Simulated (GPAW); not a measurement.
## MgO (Fm-3m): G0W0 with GPAW, start to end

Aim: the G0W0 gap of MgO (Fm-3m) on PBE, step by step.

Calculated with GPAW 26.7.0; PBE and many-body steps on it, plane waves.

**What was measured.**

- Gap 7.83 eV: literature experimental gap; bulk crystal (quoted in “Electronic structure of alkaline earth and post-transition metal oxides”, 2009, arxiv:0908.1581).

## 1. Starting point

It takes space group Fm-3m (No. 225, cubic). Conventional cell: a = 4.194 Å, b = 4.194 Å, c = 4.194 Å, α = 90.00°, β = 90.00°, γ = 90.00°. Mg has 6 O at 2.10 Å nearest. Nearest to O lie 6 Mg at 2.10 Å. Farther neighbours and most contacts between anions are not listed.

Coordinates:

```
Mg O
1.0
     0.00000    2.09700    2.09700
     2.09700    0.00000    2.09700
     2.09700    2.09700    0.00000
Mg O
1 1
Direct
  0.00000 0.00000 0.00000
  0.50000 0.50000 0.50000
```

The cell and positions are those that the Materials Project relaxed with its own functionals (PBE, PBE+U or r2SCAN), kept fixed.

## 2. Ground state

This step: GPAW 26.7.0; DFT, PBE, plane waves, PAW.

The ground-state density comes first.

Input file run.py:

```python
import json
import numpy as np
from gpaw.mpi import world
from ase import Atoms
from gpaw import GPAW, PW, FermiDirac

atoms = Atoms(['Mg', 'O'],
    cell=[[0.0000000000, 2.0970013927, 2.0970013927],
      [2.0970013927, 0.0000000000, 2.0970013927],
      [2.0970013927, 2.0970013927, 0.0000000000]],
    scaled_positions=[[0.0000000000, 0.0000000000, 0.0000000000],
      [0.5000000000, 0.5000000000, 0.5000000000]],
    pbc=(True, True, True))
calc = GPAW(mode=PW(600),
    xc='PBE',
    kpts={'size': (10, 10, 10), 'gamma': True},
    occupations=FermiDirac(0.001),
    nbands=-7,
    convergence={'density': 1e-6, 'bands': -3},
    maxiter=100,
    txt='gs.txt')
atoms.calc = calc
res = {'energy': atoms.get_potential_energy()}
kpts = calc.get_ibz_k_points()
res['kpts'] = kpts
res['eigenvalues'] = [calc.get_eigenvalues(kpt=k) for k in range(len(kpts))]
res['n_electrons'] = calc.get_number_of_electrons()
calc.write('gs.gpw')

if world.rank == 0:
    with open('result.json', 'w') as f:
        json.dump(res, f, default=lambda x: x.tolist())
```

Launch:

```
mpirun -n 8 gpaw python run.py
```

The program printed:

```text
__  _  _
 | _ |_)|_||  |
 |__||  | ||/\| - 26.7.0

Input parameters:
  mode=PW(ecut=600.0),
  convergence={'density': 1e-06, 'bands': -3},
  kpts=MonkhorstPack(size=(10, 10, 10), gamma=True),
  maxiter=100,
  nbands=-7,
  occupations=Occupations(name='fermi-dirac', width=0.001, fixmagmom=False),
  xc=XC(name='PBE')
  [... matrices ...]
Diagonalizing LCAO Hamiltonian
Converting LCAO to pw mode

              O

       Mg

Atoms  # Å, Bohr magnetons
|   | symbol |        x |        y |        z |    initial magnetic moments |
| 0 |     Mg | 0.000000 | 0.000000 | 0.000000 | ( 0.0000,  0.0000,  0.0000) |
| 1 |      O | 2.097001 | 2.097001 | 2.097001 | ( 0.0000,  0.0000,  0.0000) |

Unit cell  # Å
| periodic |        x |        y |        z |  lengths |    angles |
|      yes | 0.000000 | 2.097001 | 2.097001 | 2.965608 | 60.000000 |
|      yes | 2.097001 | 0.000000 | 2.097001 | 2.965608 | 60.000000 |
|      yes | 2.097001 | 2.097001 | 0.000000 | 2.965608 | 60.000000 |

Number of symmetries: 48
Symmetry operations  # r_c * U_cc + t_c -> r_c
|    | kind |            matrix            |
|  0 |  σ   |  1, 0, 0,  1, 0,-1,  1,-1, 0 |
|  1 |  C2  |  1, 0, 0,  1,-1, 0,  1, 0,-1 |
|  2 |  E   |  1, 0, 0,  0, 1, 0,  0, 0, 1 |
|  3 |  σ   |  1, 0, 0,  0, 0, 1,  0, 1, 0 |
|  4 |  C4  |  1, 0,-1,  1, 0, 0,  1,-1, 0 |
|  5 |  S6  |  1, 0,-1,  1,-1, 0,  1, 0, 0 |
|  6 |  σ   |  1, 0,-1,  0, 1,-1,  0, 0,-1 |
|  7 |  C3  |  1, 0,-1,  0, 0,-1,  0, 1,-1 |
|  8 |  S6  |  1,-1, 0,  1, 0, 0,  1, 0,-1 |
|  9 |  C4  |  1,-1, 0,  1, 0,-1,  1, 0, 0 |
| 10 |  C3  |  1,-1, 0,  0,-1, 1,  0,-1, 0 |
| 11 |  σ   |  1,-1, 0,  0,-1, 0,  0,-1, 1 |
| 12 |  σ   |  0, 1, 0,  1, 0, 0,  0, 0, 1 |
| 13 |  C4  |  0, 1, 0,  0, 1,-1, -1, 1, 0 |
| 14 |  C3  |  0, 1, 0,  0, 0, 1,  1, 0, 0 |
| 15 |  S6  |  0, 1, 0, -1, 1, 0,  0, 1,-1 |
| 16 |  C2  |  0, 1,-1,  1, 0,-1,  0, 0,-1 |
| 17 |  σ   |  0, 1,-1,  0, 1, 0, -1, 1, 0 |
| 18 |  S4  |  0, 1,-1,  0, 0,-1,  1, 0,-1 |
| 19 |  C4  |  0, 1,-1, -1, 1, 0,  0, 1, 0 |
| 20 |  C3  |  0, 0, 1,  1, 0, 0,  0, 1, 0 |
| 21 |  σ   |  0, 0, 1,  0, 1, 0,  1, 0, 0 |
| 22 |  S6  |  0, 0, 1,  0,-1, 1, -1, 0, 1 |
| 23 |  C4  |  0, 0, 1, -1, 0, 1,  0,-1, 1 |
| 24 |  S4  |  0, 0,-1,  1, 0,-1,  0, 1,-1 |
| 25 |  C3  |  0, 0,-1,  0, 1,-1,  1, 0,-1 |
| 26 |  C2  |  0, 0,-1,  0,-1, 0, -1, 0, 0 |
| 27 |  S6  |  0, 0,-1, -1, 0, 0,  0,-1, 0 |
| 28 |  S4  |  0,-1, 1,  1,-1, 0,  0,-1, 0 |
| 29 |  C4  |  0,-1, 1,  0, 0, 1, -1, 0, 1 |
| 30 |  C2  |  0,-1, 1,  0,-1, 0,  1,-1, 0 |
| 31 |  σ   |  0,-1, 1, -1, 0, 1,  0, 0, 1 |
| 32 |  C3  |  0,-1, 0,  1,-1, 0,  0,-1, 1 |
| 33 |  S6  |  0,-1, 0,  0, 0,-1, -1, 0, 0 |
| 34 |  S4  |  0,-1, 0,  0,-1, 1,  1,-1, 0 |
| 35 |  C2  |  0,-1, 0, -1, 0, 0,  0, 0,-1 |
| 36 |  C2  | -1, 1, 0,  0, 1, 0,  0, 1,-1 |
| 37 |  S6  | -1, 1, 0,  0, 1,-1,  0, 1, 0 |
| 38 |  S4  | -1, 1, 0, -1, 0, 1, -1, 0, 0 |
| 39 |  C3  | -1, 1, 0, -1, 0, 0, -1, 0, 1 |
| 40 |  S6  | -1, 0, 1,  0, 0, 1,  0,-1, 1 |
| 41 |  C2  | -1, 0, 1,  0,-1, 1,  0, 0, 1 |
| 42 |  C3  | -1, 0, 1, -1, 1, 0, -1, 0, 0 |
| 43 |  S4  | -1, 0, 1, -1, 0, 0, -1, 1, 0 |
| 44 |  C2  | -1, 0, 0,  0, 0,-1,  0,-1, 0 |
| 45 |  i   | -1, 0, 0,  0,-1, 0,  0, 0,-1 |
| 46 |  σ   | -1, 0, 0, -1, 1, 0, -1, 0, 1 |
| 47 |  C2  | -1, 0, 0, -1, 0, 1, -1, 1, 0 |

BZ-sampling:
  Number of BZ points: 1000
  Number of IBZ points: 47

  Monkhorst-Pack size: [10, 10, 10]
  Monkhorst-Pack shift: [0.05, 0.05, 0.05]

K-points  # in reciprocal-cell coordinates
|     |                                coordinates |     weight |
|   0 | (  0.00000000,   0.00000000,   0.00000000) | 0.00100000 |
|   1 | (  0.10000000,   0.10000000,   0.00000000) | 0.00600000 |
|   2 | (  0.10000000,   0.10000000,   0.10000000) | 0.00800000 |
|   3 | (  0.20000000,   0.10000000,   0.10000000) | 0.01200000 |
|   4 | (  0.20000000,   0.20000000,   0.00000000) | 0.00600000 |
|   5 | (  0.20000000,   0.20000000,   0.10000000) | 0.02400000 |
|   6 | (  0.20000000,   0.20000000,   0.20000000) | 0.00800000 |
|   7 | (  0.30000000,   0.20000000,   0.10000000) | 0.02400000 |
|   8 | (  0.30000000,   0.20000000,   0.20000000) | 0.02400000 |
|   9 | (  0.30000000,   0.30000000,   0.00000000) | 0.00600000 |
| ... |                                            |            |
|  46 | (  0.50000000,   0.50000000,   0.50000000) | 0.00400000 |

Plane wave coefficients: 636
Cutoff: 600.0 eV

Spin-components: 1 (collinear spins)
Bands:           15
Projectors:      10
Spin-degeneracy: 2
Datatype:        complex128

  Storage: CPU
  Wave functions: 6_869_520 bytes (858_690 per core)
  Projectors: 9_617_328 bytes (1_202_166 per core)
  [... matrices ...]
Parallelization:
  kpt:    8
  domain: 1
  band:   1

Density:
  Valence electrons: 16.0
  Components: 1
  Grid points: [18 18 18]
  Charge: 0.0  # |e|

Potential:
  Grid points: [18 18 18]

species:
  Mg:
    name:    Magnesium
    Z:       12.0
    valence: 10
    core:    2
    charge:  0.0  # [|e|]
    compensation charges:
      type: gauss
      rc: 0.33  # [Å]
      lmax: 2
    cutoffs:
      filter: 1.86  # [Å]
      core: 0.54  # [Å]
    projectors
    | kind |    occ | energy [eV] | rcut [Å] |
    |   2s |  2.000 |     -79.840 |    1.090 |
    |   3s |  2.000 |      -4.705 |    1.090 |
    |   2p |  6.000 |     -46.613 |    1.085 |
    |   3p |  0.000 |      -1.330 |    1.085 |
    |    d |        |       0.000 |    1.037 |

    Using partial waves for Mg as LCAO basis

  O:
    name:    Oxygen
    Z:       8.0
    valence: 6
    core:    2
    charge:  0.0  # [|e|]
    compensation charges:
      type: gauss
      rc: 0.21  # [Å]
      lmax: 2
    cutoffs:
      filter: 1.17  # [Å]
      core: 0.83  # [Å]
    projectors
    | kind |    occ | energy [eV] | rcut [Å] |
    |   2s |  2.000 |     -23.961 |    0.688 |
    |   2p |  4.000 |      -9.029 |    0.598 |
    |    s |        |       3.251 |    0.688 |
    |    p |        |      18.182 |    0.598 |
    |    d |        |       0.000 |    0.619 |

    Using partial waves for O as LCAO basis

Reference energy: -7490.497190  # eV

eigensolver:
  PPCG
  Converge bands: -3
  niter=2

density mixing:
  MSR1-Mixer
  Pratt-step length: 0.05
  Maximum mixing coefficient: 0.75
  Old densities: 10
  SVD Regularization: 0.005
  Good broyden scale: 1.0
  Trust region scale: 1.0
  Backstep threshold: 4.0
  History deletion threshold: 6.0
  Fourier metric: weight=20.0, sigma=0.015

occupation numbers:
  Fermi-Dirac:
    width: 0.0010  # eV

poisson solver:
  ecut: 4800.0  # eV

xc functional:
  name: PBE with 2 nearest neighbor stencil

Initialization done in: 3.048 s

convergence criteria:
- Maximum integral of absolute [dens]ity change: 1e-06 electrons / valence electron
- Maximum [total energy] change in last 3 cyles: 0.0005 eV / valence electron
- Maximum integral of absolute [eigenst]ate change: 4e-08 eV^2 / valence electron
maximum number of iterations: 100

SCF iterations
|iter     |     time |      energy | eigst |  dens |
|iter:   1|  |  -13.414600 | +1.34 |       |
|iter:   2|  |  -13.064316 | +0.10 | -0.99 |
|iter:   3|  |  -12.100799 | -0.97 | -1.04 |
|iter:   4|  |  -12.106060 | -2.73 | -1.59 |
|iter:   5|  |  -12.111356 | -2.54 | -1.85 |
|iter:   6|  |  -12.111417c| -5.14 | -3.01 |
|iter:   7|  |  -12.111436c| -5.94 | -3.39 |
|iter:   8|  |  -12.111436c| -7.64c| -4.39 |
|iter:   9|  |  -12.111436c| -7.70c| -5.19 |
|iter:  10|  |  -12.111436c| -8.30c| -5.66 |
|iter:  11|  |  -12.111436c| -9.08c| -7.00c|

Converged in 11 steps
SCF loop duration: 2.893 s (0.263 s/step)
Energy contributions relative to reference atoms: (reference = -7490.497190)
  [... matrices ...]
Energy contributions:
  Kinetic:          12.536382
  Coulomb:         -10.342553
  Zero:              0.109795
  External:          0.000000
  Xc:              -14.415060
  Entropy:          -0.000000
  Spinorbit:         0.000000
  ----------------------------
  Free energy:     -12.111436
  Extrapolated:    -12.111436

dipole moment: (-6.014535, -6.014535, -6.014535)  # |e|*Ang

Fermi level: 5.690
Eigenvalues  # (at kpt = [0.000, 0.000, 0.000])
| band index |      eig [eV] | occ [0-2] |
|          0 |       -67.345 |     2.000 |
|          1 |       -34.088 |     2.000 |
|          2 |       -34.088 |     2.000 |
|          3 |       -34.088 |     2.000 |
|          4 |       -12.282 |     2.000 |
|          5 |         5.013 |     2.000 |
|          6 |         5.013 |     2.000 |
|          7 |         5.013 |     2.000 |
|          8 |         9.899 |     0.000 |
|          9 |        20.915 |     0.000 |
|         10 |        20.915 |     0.000 |
|         11 |        20.915 |     0.000 |
|         12 |        24.828 |     0.000 |
|         13 |        26.674 |     0.000 |
|         14 |        26.674 |     0.000 |

Gap: 4.886 eV
Transition (v -> c):
  (s=0, k=0, n=7, [0.00, 0.00, 0.00]) -> (s=0, k=0, n=8, [0.00, 0.00, 0.00])
No difference between direct/indirect transitions
# Writing to gs.gpw (mode='')
  [... matrices ...]
```

It took 9 s on 8 MPI ranks of Intel Xeon Platinum 8259CL at 2.50GHz (Skylake/Cascade Lake), shared host; peak memory 1.2 GiB; 69 s of CPU time.

Numbers from this step:

```
total energy               : -12.11 eV
gap                        : 4.886 eV
k of the valence top       : 0, 0, 0
k of the conduction bottom : 0, 0, 0
least direct gap           : 4.886 eV
```

The gap is direct, at Γ.

## 3. Bands along the symmetry lines

Levels along a band path, at the cheap level, show where the edges lie and whether the meshes to come will hold them.

Input file run.py:

```python
import json
import numpy as np
from gpaw.mpi import world
from gpaw import GPAW

path = [[0.000000, 0.000000, 0.000000],
    [0.062500, 0.000000, 0.062500],
    [0.125000, 0.000000, 0.125000],
    [0.187500, 0.000000, 0.187500],
    [0.250000, 0.000000, 0.250000],
    [0.312500, 0.000000, 0.312500],
    [0.375000, 0.000000, 0.375000],
    [0.437500, 0.000000, 0.437500],
    [0.500000, 0.000000, 0.500000],
    [0.515625, 0.031250, 0.515625],
    [0.531250, 0.062500, 0.531250],
    [0.546875, 0.093750, 0.546875],
    [0.562500, 0.125000, 0.562500],
    [0.578125, 0.156250, 0.578125],
    [0.593750, 0.187500, 0.593750],
    [0.609375, 0.218750, 0.609375],
    [0.625000, 0.250000, 0.625000],
    [0.375000, 0.375000, 0.750000],
    [0.328125, 0.328125, 0.656250],
    [0.281250, 0.281250, 0.562500],
    [0.234375, 0.234375, 0.468750],
    [0.187500, 0.187500, 0.375000],
    [0.140625, 0.140625, 0.281250],
    [0.093750, 0.093750, 0.187500],
    [0.046875, 0.046875, 0.093750],
    [0.000000, 0.000000, 0.000000],
    [0.062500, 0.062500, 0.062500],
    [0.125000, 0.125000, 0.125000],
    [0.187500, 0.187500, 0.187500],
    [0.250000, 0.250000, 0.250000],
    [0.312500, 0.312500, 0.312500],
    [0.375000, 0.375000, 0.375000],
    [0.437500, 0.437500, 0.437500],
    [0.500000, 0.500000, 0.500000],
    [0.500000, 0.468750, 0.531250],
    [0.500000, 0.437500, 0.562500],
    [0.500000, 0.406250, 0.593750],
    [0.500000, 0.375000, 0.625000],
    [0.500000, 0.343750, 0.656250],
    [0.500000, 0.312500, 0.687500],
    [0.500000, 0.281250, 0.718750],
    [0.500000, 0.250000, 0.750000],
    [0.500000, 0.218750, 0.718750],
    [0.500000, 0.187500, 0.687500],
    [0.500000, 0.156250, 0.656250],
    [0.500000, 0.125000, 0.625000],
    [0.500000, 0.093750, 0.593750],
    [0.500000, 0.062500, 0.562500],
    [0.500000, 0.031250, 0.531250],
    [0.500000, 0.000000, 0.500000]]
calc = GPAW('gs.gpw').fixed_density(kpts=path,
    symmetry='off',
    nbands=18,
    convergence={'bands': 14},
    txt='bands.txt')
res = {}
kpts = calc.get_ibz_k_points()
res['kpts'] = kpts
res['eigenvalues'] = [calc.get_eigenvalues(kpt=k) for k in range(len(kpts))]
res['n_electrons'] = calc.get_number_of_electrons()

if world.rank == 0:
    with open('result.json', 'w') as f:
        json.dump(res, f, default=lambda x: x.tolist())
```

Launch:

```
mpirun -n 8 gpaw python run.py
```

The program printed:

```text
Diagonalizing LCAO Hamiltonian
Converting LCAO to pw mode
convergence criteria:
- Maximum integral of absolute [eigenst]ate change: 4e-08 eV^2 / valence electron
maximum number of iterations: 100

SCF iterations
|iter     |     time |      energy | eigst |  dens |
|iter:   1|  |             | +2.28 |       |
|iter:   2|  |             | +0.85 |       |
|iter:   3|  |             | -0.22 |       |
|iter:   4|  |             | -2.46 |       |
|iter:   5|  |             | -3.62 |       |
|iter:   6|  |             | -5.89 |       |
|iter:   7|  |             | -6.88 |       |
|iter:   8|  |             | -8.29c|       |
SCF steps: 8
  __  _  _
 | _ |_)|_||  |
 |__||  | ||/\| - 26.7.0

Input parameters:
  mode=PW(ecut=600.0),
  convergence={'bands': 14},
  gpts=array([18, 18, 18]),
  kpts=KPoints(kpts=array([[0.      , 0.      , 0.      ],
         [0.0625  , 0.      , 0.0625  ],
         [0.125   , 0.      , 0.125   ],
         [0.1875  , 0.      , 0.1875  ],
[...]
[0.515625, 0.03125 , 0.515625],
[...]
[0.546875, 0.09375 , 0.546875],
[...]
[0.578125, 0.15625 , 0.578125],
[...]
[0.609375, 0.21875 , 0.609375],
[...]
[0.328125, 0.328125, 0.65625 ],
[...]
[0.234375, 0.234375, 0.46875 ],
[...]
[0.140625, 0.140625, 0.28125 ],
[...]
[0.046875, 0.046875, 0.09375 ],
[...]
[0.5     , 0.0625  , 0.5625  ],
         [0.5     , 0.03125 , 0.53125 ],
         [0.5     , 0.      , 0.5     ]])),
  maxiter=100,
  nbands=18,
  occupations=Occupations(name='fermi-dirac', width=0.001, fixmagmom=False),
  parallel={},
  symmetry=Symmetry(point_group=False, time_reversal=False),
  xc=XC(name='PBE')
```

The job ended after 7.5 s (8 MPI ranks; peak memory 1.3 GiB; 57 s of CPU time).

Numbers from this step:

* gap: 4.886 eV
* k of the valence top: 0, 0, 0
* k of the conduction bottom: 0, 0, 0
* least direct gap: 4.886 eV

The gap is 4.886 eV, as in the run before at this level.

Electronic bands along the path, in eV, zero at the top of the highest filled band; v1 is the highest filled band, c1 the lowest empty one:

| point | v4 | v3 | v2 | v1 | c1 | c2 | c3 | c4 |
| --- | --- | --- | --- | --- | --- | --- | --- | --- |
| Γ | -17.29 | 0.00 | 0.00 | 0.00 | 4.89 | 15.90 | 15.90 | 15.90 |
| halfway | -16.52 | -2.65 | -0.74 | -0.74 | 8.24 | 11.22 | 15.70 | 17.64 |
| X | -15.73 | -4.12 | -1.36 | -1.36 | 9.16 | 10.18 | 13.25 | 19.21 |
| halfway | -15.71 | -3.96 | -1.82 | -1.31 | 9.56 | 10.69 | 13.09 | 18.83 |
| U | -15.70 | -3.52 | -2.74 | -1.16 | 10.18 | 11.99 | 12.67 | 18.35 |
| jump to K | -15.70 | -3.52 | -2.74 | -1.16 | 10.18 | 11.99 | 12.67 | 18.35 |
| halfway | -16.44 | -2.96 | -1.19 | -0.40 | 8.32 | 12.08 | 15.57 | 18.12 |
| Γ | -17.29 | 0.00 | 0.00 | 0.00 | 4.89 | 15.90 | 15.90 | 15.90 |
| halfway | -16.68 | -2.68 | -0.34 | -0.34 | 7.24 | 12.68 | 16.79 | 16.79 |
| L | -15.95 | -4.66 | -0.66 | -0.66 | 8.00 | 12.79 | 16.48 | 16.48 |
| halfway | -15.81 | -4.04 | -1.95 | -1.00 | 9.78 | 12.35 | 13.70 | 17.10 |
| W | -15.66 | -2.98 | -2.98 | -1.79 | 11.76 | 11.76 | 12.40 | 15.73 |
| halfway | -15.69 | -3.81 | -1.92 | -1.58 | 10.06 | 11.07 | 12.90 | 17.56 |
| X | -15.73 | -4.12 | -1.36 | -1.36 | 9.16 | 10.18 | 13.25 | 19.21 |

The electronic bands as a text plot (rows in eV, shown from -8.0 to 10.9 only):

```
   10.5 |       ++ +++++  ++++                         +      +++
    9.7 |         +    +++    ++                      +      +++
    8.9 |       ++ ++++                             ++          +
    8.1 |     ++                +              +++++
    7.3 |    +                   ++         +++
    6.6 |                          ++      +
    5.8 |  ++                            ++
    5.0 |++                          ++++
    4.2 |
    3.4 |
    2.6 |
    1.8 |
    1.0 |
    0.3 |**                        ********
   -0.5 | ******            **********  *  ***********
   -1.3 |  **   ************    *  **    **         ******   ****
   -2.1 |    *         **   **** **        *          **  ****
   -2.9 |     **         ***    *           *           ****
   -3.7 |       *****  *********             **       ***   ****
   -4.5 |            **                        *******          *
   -5.2 |
   -6.0 |
   -6.8 |
   -7.6 |
         Γ           X  U|K            Γ         L        W     X
```

## 4. Empty states on the mesh, 8×8×8 mesh, 284 bands

The sums over transitions need many empty states on a uniform mesh; this step solves for them.

Input file run.py:

```python
import json
import numpy as np
from gpaw.mpi import world
from gpaw import GPAW

calc = GPAW('gs.gpw').fixed_density(kpts={'size': (8, 8, 8), 'gamma': True},
    parallel={'domain': 1, 'band': 1},
    txt='nscf.txt')
calc.diagonalize_full_hamiltonian(nbands=284)
calc.write('full.gpw', mode='all')
res = {}
kpts = calc.get_ibz_k_points()
res['kpts'] = kpts
res['eigenvalues'] = [calc.get_eigenvalues(kpt=k) for k in range(len(kpts))]
res['n_electrons'] = calc.get_number_of_electrons()

if world.rank == 0:
    with open('result.json', 'w') as f:
        json.dump(res, f, default=lambda x: x.tolist())
```

Launch:

```
mpirun -n 8 gpaw python run.py
```

The program printed:

```text
Diagonalizing LCAO Hamiltonian
Converting LCAO to pw mode
convergence criteria:
- Maximum integral of absolute [eigenst]ate change: 4e-08 eV^2 / valence electron
maximum number of iterations: 100

SCF iterations
|iter     |     time |      energy | eigst |  dens |
|iter:   1|  |             | +1.35 |       |
|iter:   2|  |             | +0.18 |       |
|iter:   3|  |             | -0.73 |       |
|iter:   4|  |             | -2.94 |       |
|iter:   5|  |             | -4.05 |       |
|iter:   6|  |             | -6.28 |       |
|iter:   7|  |             | -7.49c|       |
SCF steps: 7
  __  _  _
 | _ |_)|_||  |
 |__||  | ||/\| - 26.7.0

Input parameters:
  mode=PW(ecut=600.0),
  convergence={'density': 1e-06, 'bands': -3},
  gpts=array([18, 18, 18]),
  kpts=MonkhorstPack(size=(8, 8, 8), gamma=True),
  maxiter=100,
  nbands=15,
  occupations=Occupations(name='fermi-dirac', width=0.001, fixmagmom=False),
  parallel={'domain': 1, 'band': 1},
  xc=XC(name='PBE')
Matrix size: 609x609
# Writing to full.gpw (mode='all')
  [... matrices ...]

timing:  # [seconds]
  Total: 2.102  # ━━━━━━━━━━━━━━━━━━━━━━━━━━━━━━━━━━━━━━━━━━━━━━━━━━━━━━━━━━━
```

Run time: 8.4 s. Hardware: 8 MPI ranks; peak memory 1.4 GiB.

This step gave:

* gap: 4.886 eV
* k of the valence top: 0, 0, 0
* k of the conduction bottom: 0, 0, 0
* least direct gap: 4.886 eV
* k points computed: 29
* lowest point of the top converged band, above the valence top: 332.3458 eV

On this mesh the gap is 4.886 eV.

[end of part 1 of 2]

[Paths, hosts, dates, memory and timing lines, banners, echoed tables and standing remarks are left out of the program output.]

[Logs are printed without paths, hosts, clocks, repeated set-up lines and the standing remarks that a program may print on its own settings, such as how far it seeks lower states.]

[Runs of the session that timed out or met a known fault of the program may be left out.]

[Hosts, paths, dates, database ids (printed as entryN), source tags and the programs' standing remarks are cut or masked in the printed files.]
